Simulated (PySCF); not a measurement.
NMR data simulated for an unnamed compound:

¹H NMR (600 MHz, computed): δ 6.93 (s, 2H).

¹³C{¹H} NMR (computed): δ 170.9 (C), 144.0 (CH).

All values are calculated (PySCF): PBE0/pcSseg-1 with gauge-including orbitals, coordinates at the GFN2-xTB level, J couplings at B3LYP/pcJ-1. One conformer, no relativistic terms, isolated molecule, rapidly exchanging positions averaged.

δ = σ(ref) − σ, references computed at the same level: TMS for ¹H (σ = 31.72 ppm), ¹³C (σ = 186.93 ppm).

Q: Which of these does the molecule contain: an S-methyl group, a nitrile, an N-methyl group, a non-aromatic C=C double bond?

A: 
- An S-methyl group: no.
- A nitrile: no.
- An N-methyl group: no.
- A non-aromatic C=C double bond: yes.

The data belong to SMILES O=C1C=CC(=O)O1, C$_{4}$H$_{2}$O$_{3}$; they needn't prove each group on their own.

Carbon signals by region: 1 in the far downfield region (above 160 ppm), 1 in the sp2 and nitrile region (100–160 ppm). Above 160 ppm: 170.9, anhydride carbonyl carbon.

Shifts are as computed. Against solution values, carbons near 30 ppm lie about +3 ppm off and those near 130 ppm about +5 ppm. Of 1211 compounds with measured shifts, 218 miss one by over three times the rms of a fit or turn the order of signals round; such compounds aren't used in these exercises.
